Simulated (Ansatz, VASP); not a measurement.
# Two plane-wave programs on CdS (Greenockite)

```
Cd S
1.0
     4.02057    0.00000    0.00000
    -2.01028    3.48191    0.00000
     0.00000    0.00000    6.54699
Cd S
2 2
Direct
  0.33333 0.66667 0.99935
  0.66667 0.33333 0.49935
  0.33333 0.66667 0.37565
  0.66667 0.33333 0.87565
```

Alike in both runs: functional PBE; k mesh 9 × 9 × 4; occupations gaussian, width 0.02 eV; no spin polarisation.

Ansatz relaxed the structure, and its values are those at the end. VASP's run is a single point on that final structure, the one shown.

|  | VASP | Ansatz |
| --- | --- | --- |
| version | VASP 6.6.1 | Ansatz 0.2.0 |
| potentials or method | VASP PAW PBE potentials, release 64 (Cd, S) | scalar-relativistic, plane waves, PAW |
| plane-wave cutoff (eV) | 520 | 420 |
| valence electrons in the cell | 36 | 52 |

Ansatz gave:

```
gap on the k mesh at the Fermi level (eV) : 1.40
least direct gap on the mesh (eV)         : 1.40
pressure (GPa)                            : 9.1
rms of the force components (eV/Å)        : 0.004
```

Task: Which values does VASP return?

Result: gap on the k mesh at the Fermi level (eV): 1.41; least direct gap on the mesh (eV): 1.41; pressure (GPa): 9.6; rms of the force components (eV/Å): 0.005.

With one functional, cell and mesh, what is left measures potentials, basis and numerics. The two sets of potentials don't hold the same shells in valence.

A hybrid or GW would open this gap; PBE tends to underestimate it.
